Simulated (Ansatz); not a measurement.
# Al3Cu2: tests of the settings

Aim, for Al3Cu2: see how the k-point mesh shifted by half a step moves the results.

Program: Ansatz 0.2.0. Level of theory: DFT PBEsol, scalar-relativistic, plane waves, PAW. These are calculated values, not measurements.

1 further run of the same task is left out (set aside as unsound or not needed). Runs told in other sessions of the task aren't counted.

### Step 1. The structure to begin with

Symmetry: P-3m1, No. 164, trigonal system. Conventional cell: a = 4.092 Å, b = 4.092 Å, c = 4.993 Å, α = 90.00°, β = 90.00°, γ = 120.00°. Al (site symmetry -3m) has 6 Cu at 2.49 Å in its first shell of neighbours. Around Al (site symmetry 3m) lie 5 Cu at 2.44 to 2.55 Å and 3 Al at 2.80 Å. Cu (site symmetry 3m) is surrounded by 8 Al at 2.44 to 2.55 Å.

Coordinates:

```
CELL_PARAMETERS angstrom
4.09195 0.00000 0.00000
-2.04598 3.54373 0.00000
0.00000 0.00000 4.99278
ATOMIC_POSITIONS crystal
Al 0.00000 0.00000 0.00000
Al 0.33333 0.66667 0.34993
Al 0.66667 0.33333 0.65007
Cu 0.33333 0.66667 0.83951
Cu 0.66667 0.33333 0.16049
```

Source of the structure: the Materials Project (structure only). It is taken as it stands there.

### Step 2. The base run, which the others are set against

Contents of input.yaml:

```yaml
crystal:
  lattice:
    - [4.0919516368, 0.0, 0.0]
    - [-2.0459758184, 3.5437340685, 0.0]
    - [0.0, 0.0, 4.9927787]
  atoms:
    - { symbol: Al, position: [0.0, 0.0, 0.0] }
    - { symbol: Al, position: [0.33333333, 0.66666667, 0.34992535] }
    - { symbol: Al, position: [0.66666667, 0.33333333, 0.65007465] }
    - { symbol: Cu, position: [0.33333333, 0.66666667, 0.83951213] }
    - { symbol: Cu, position: [0.66666667, 0.33333333, 0.16048787] }
basis:
  ecutwfc: 420
kpoints:
  mp_grid: { grid: [12, 12, 8] }
hamiltonian:
  xc: pbesol
scf:
  occupations: { method: gaussian, width: 0.1 }
output:
  forces: true
  stress: true
  eigenvalues: true
  populations: true
  write_density: true
  write_potential: true
  elf: true
  volumetric_format: npy
```

Its results, from an earlier run: -2950.4074 eV/atom at zero smearing, pressure 0.13 GPa, largest force 0.062 eV/Å, no gap on the mesh, in 7 SCF cycles and 33 s.

### Step 3. K-point mesh shifted by half a step: 6×6×4

Contents of input.yaml:

```yaml
crystal:
  lattice:
    - [4.0919516368, 0.0, 0.0]
    - [-2.0459758184, 3.5437340685, 0.0]
    - [0.0, 0.0, 4.9927787]
  atoms:
    - { symbol: Al, position: [0.0, 0.0, 0.0] }
    - { symbol: Al, position: [0.3333333333, 0.6666666667, 0.34992535] }
    - { symbol: Al, position: [0.6666666667, 0.3333333333, 0.65007465] }
    - { symbol: Cu, position: [0.3333333333, 0.6666666667, 0.83951213] }
    - { symbol: Cu, position: [0.6666666667, 0.3333333333, 0.16048787] }
basis:
  ecutwfc: 420
kpoints:
  mp_grid: { grid: [6, 6, 4], shift: [0.5, 0.5, 0.5] }
hamiltonian:
  xc: pbesol
scf:
  occupations: { method: gaussian, width: 0.1 }
output:
  forces: true
  stress: true
  eigenvalues: true
```

Launch:

```sh
$ ansatz run input.yaml --threads 1 --pin off --max-ram 2560MiB --backend cpu --events-out ev --progress --plain --runs-dir out
```

### Step 4. K-point mesh shifted by half a step: 6×6×6

input.yaml, as its differences from that of step 3:

```diff
@@ -14,3 +14,3 @@
 kpoints:
-  mp_grid: { grid: [6, 6, 4], shift: [0.5, 0.5, 0.5] }
+  mp_grid: { grid: [6, 6, 6], shift: [0.5, 0.5, 0.5] }
 hamiltonian:
```

### Step 5. K-point mesh shifted by half a step set to 12×12×6

input.yaml, as its differences from that of step 4:

```diff
@@ -14,3 +14,3 @@
 kpoints:
-  mp_grid: { grid: [6, 6, 6], shift: [0.5, 0.5, 0.5] }
+  mp_grid: { grid: [12, 12, 6], shift: [0.5, 0.5, 0.5] }
 hamiltonian:
```

(Steps that only read results are left out.)

**Question.** What does this series show? Wanted: largest energy shift, k-point mesh shifted by half a step.

**Answer**, as computed:

| quantity | value |
| --- | --- |
| largest energy shift, k-point mesh shifted by half a step | -1.05 meV/atom at 6×6×6 |

The densest shifted mesh lands 0.75 meV/atom from the base run. The shift lowers the symmetry that the mesh keeps.
